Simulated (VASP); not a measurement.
A run of VASP 6.6.1 is set up as follows.

Contents of INCAR:

```
PREC = Accurate
ENCUT = 520
EDIFF = 1E-7
ISMEAR = 0
SIGMA = 0.1
LREAL = F
LASPH = T
NELM = 150
ALGO = Normal
ISIF = 3
LWAVE = F
LCHARG = F
ISPIN = 2
MAGMOM = 3.5 -3.5 0 0
LORBIT = 11
LMAXMIX = 4
GGA = PE
IBRION = 2
NSW = 80
EDIFFG = -0.002
```

File KPOINTS:

```
Automatic mesh
0
Gamma
  15 15 8
```

File POSCAR:

```
MnAs                                    
1.0
    3.5161084393      0.0000000000      0.0000000000
   -1.7580542197      3.0450392326      0.0000000000
    0.0000000000     -0.0000000000      5.7655089711
  Mn              As            
     2     2
Direct
     0.0000000000000000    0.0000000000000000    0.0000000000000000
     0.0000000000000000    0.0000000000000000    0.5000000000000000
     0.3333333300000021    0.6666666699999979    0.2500000000000000
     0.6666666699999979    0.3333333300000021    0.7500000000000000
```

Potentials or basis: VASP PAW PBE potentials, release 64 (Mn_pv, As).

The run is started by

```console
$ cat potpaw_PBE.64/Mn_pv/POTCAR potpaw_PBE.64/As/POTCAR > POTCAR
$ mpirun -np 1 vasp_std > vasp.out
```

(1) Estimate the net moment.

(2) Estimate the band gap on the k mesh.

(3) Estimate the site moments.

## Answers

(1) 0.00 μB per cell.

(2) none (metal or under the smearing width).

(3) Mn +2.62, -2.62; As +0.00 μB.

Caveat: the relaxation stopped at its first step, so nothing moved.
